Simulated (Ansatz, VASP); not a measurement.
**CuI (Marshite): VASP beside Ansatz**

```xyz
2
Lattice="2.9603 2.9603 0.0000 -2.9603 2.9603 0.0000 0.0000 2.9603 2.8911" Properties=species:S:1:pos:R:3 pbc="T T T"
Cu    1.4801    4.4404    1.4455
I     0.0000    0.0000    0.0000
```

Change from the starting cell: in-plane strain +0.01, out-of-plane length and atoms relaxed by PAW.

Alike in both runs: functional LDA; k mesh 6 × 6 × 6; no spin polarisation.

Ansatz relaxed the structure, and its values are those at the end. VASP's run is a single point on that final structure, the one shown.

|  | VASP | Ansatz |
| --- | --- | --- |
| version | VASP 6.6.1 | Ansatz 0.2.0 |
| potentials or method | VASP PAW LDA potentials, release 64 (Cu, I) | PAW with Ansatz's default frozen-core files, scalar-relativistic |
| plane-wave cutoff (eV) | 520 | 420 |
| occupations | gaussian, width 0.01 eV | fixed |
| valence electrons in the cell | 18 | 36 |

Ansatz gave:

| Item | Value |
| --- | --- |
| pressure (GPa) | -0.3 |

Which values does VASP return?

Pressure (GPa): -0.1.

The two sets of potentials don't hold the same shells in valence.
